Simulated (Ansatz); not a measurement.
**Re: computed properties**

Method: Ansatz 0.2.0, DFT PBE, scalar-relativistic, plane waves, PAW.

Cutoff 420 eV; k points 18×18×10 on the computed 2-atom cell (Γ-centred); Gaussian smearing, width 0.10 eV; no spin polarisation.

The structure is relaxed at this level of theory with its symmetry kept.

```xyz
2
Lattice="2.7749 0.0000 0.0000 -1.3874 2.4031 0.0000 0.0000 0.0000 4.4841" Properties=species:S:1:pos:R:3 pbc="T T T"
Re    0.0000    1.6021    1.1210
Re    1.3874    0.8010    3.3631
```

| Item | Value |
| --- | --- |
| Space group | P6_3/mmc (No. 194) |
| Volume per atom | 14.95 Å³ |
| Formation energy from the elements' standard states (uncorrected) | 0.000 eV/atom |
| Kohn–Sham band gap | none (metal) |
| Density of states at the Fermi level | 1.48 states/eV per cell |
| Löwdin character within 0.5 eV of the Fermi level | Re 5d 88 %, unprojected 7 % |
| Bulk modulus | 365 GPa |
| Its pressure derivative | 4.4 |
| Bader charges (e) | Re (2 in the cell) 0.00 |

Spin-orbit coupling is left out, which matters for the bands of heavy elements.